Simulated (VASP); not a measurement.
In:

```xyz
1
Lattice="-1.8825 1.8825 1.8825 1.8825 -1.8825 1.8825 1.8825 1.8825 -1.8825" Properties=species:S:1:pos:R:3 pbc="T T T"
In    0.0000    0.0000    0.0000
```

This isn't the form of In at room conditions, which is tetragonal.

| Quantity | Value |
| --- | --- |
| Program | VASP 6.6.1 |
| Task | relaxation of cell and atoms |
| Functional | revPBE |
| Potentials or basis | VASP PAW PBE potentials, release 64 (In_d) |
| Cutoff | 600 eV |
| k mesh | 10 × 10 × 10 |
| Occupations | fermi-dirac, width 0.05 eV |
| Spin | no spin polarisation |

At the start: pressure 2.7 GPa; volume 26.69 Å³/atom.

Task: How do energy, volume and symmetry change on relaxing?

Result: Over 3 steps the energy falls by 16.2 meV/atom and the volume is 28.76 Å³/atom (+7.8 %); space group Im-3m (No. 229, to 0.05 Å).

The path:
| step | energy change (eV) | largest force (eV/Å) | pressure (GPa) | volume (Å³) |
| --- | --- | --- | --- | --- |
| 1 | 0.0000 | 0.0000 | 2.69 | 26.69 |
| 2 | -0.0159 | 0.0000 | 0.33 | 28.45 |
| 3 | -0.0162 | 0.0000 | -0.01 | 28.76 |

Final structure:
```cif
data_structure
_symmetry_space_group_name_H-M 'P 1'
_symmetry_Int_Tables_number 1
_cell_length_a 3.3429
_cell_length_b 3.3429
_cell_length_c 3.3429
_cell_angle_alpha 109.471
_cell_angle_beta 109.471
_cell_angle_gamma 109.471
_cell_volume 28.76
loop_
_atom_site_label
_atom_site_type_symbol
_atom_site_fract_x
_atom_site_fract_y
_atom_site_fract_z
_atom_site_occupancy
In1 In 0.00000 0.00000 0.00000 1
```

Caveat: the PAW data sets were made with another functional, which shifts forces and pressure a little.
